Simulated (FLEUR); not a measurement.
**InPd: equation of state with PBE**

The system is InPd.

```xyz
2
Lattice="3.2719 0.0000 0.0000 0.0000 3.2719 0.0000 0.0000 0.0000 3.2719" Properties=species:S:1:pos:R:3 pbc="T T T"
In    0.0000    0.0000    0.0000
Pd    1.6359    1.6359    1.6359
```

The cell comes from a database or a generator and needn't be the stable form of this composition.

```
Program                  : FLEUR MaX-R8.1 (later development tree)
Task                     : equation of state
Functional               : PBE
Potentials or basis      : all-electron
Basis                    : FLAPW
Kmax                     : 4.3 1/bohr
k mesh                   : 8 × 8 × 8
Occupations              : fermi-dirac, width 0.05 eV
Spin                     : no spin polarisation
Gmax                     : 13.3 1/bohr
Muffin-tin radii         : In 2.28, Pd 2.53 bohr
lmax                     : In 9, Pd 10
lnonsphr                 : In 9, Pd 10
Local orbitals a species : In 5, Pd 5
```

```json
{
 "Equilibrium volume": "18.03 Å³/atom",
 "Bulk modulus": "114 GPa",
 "Pressure derivative of the bulk modulus": "5.7 (rough: it moves with the points fitted)"
}
```

Energy against volume, from the lowest point:
| volume (Å³/atom) | energy (meV/atom) |
| --- | --- |
| 16.462 | 58.58 |
| 16.813 | 33.38 |
| 17.513 | 5.06 |
| 18.214 | 0.00 |
| 18.564 | 4.71 |
